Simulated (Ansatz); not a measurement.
Runs of Ansatz 0.2.0 on CdF2. It takes space group Fm-3m (No. 225, cubic). The conventional cell has a = 5.388 Å, b = 5.388 Å, c = 5.388 Å, α = 90.00°, β = 90.00°, γ = 90.00°. Around Cd (site symmetry m-3m) lie 8 F at 2.33 Å. Around F (site symmetry -43m) lie 4 Cd at 2.33 Å. 

```tsv
task	level	cutoff (eV)	points for each segment of the path	gap on the mesh (eV)	pressure (GPa)	V0 of scaled cells (Å³/atom)	B0 (GPa)
band structure	LDA	420	14	2.84	-5.7	-	-
band structure	r2SCAN	500	14	3.82	0.0	-	-
equation of state	LDA	420	-	-	-	(b)	125
equation of state	PBEsol	420	-	-	-	13.01	108
band structure	PBE	420	14	(a)	5.5	-	-
band structure	PBEsol	420	14	2.96	-0.2	-	-
```

Alike in all rows: potentials or basis Ansatz PAW; no spin polarisation; cell as given; k mesh 9 × 9 × 9; smearing fermi-dirac 0.05 eV.

Task: Estimate the missing entries.

Result: (a) 3.13; (b) 12.38.

Caveats: the PAW data sets come from PBE, with cores solved anew for the run's functional, which leaves a small shift of forces and pressure (some runs).

A k mesh can miss the band edges, and the runs leave out spin-orbit coupling on Cd.
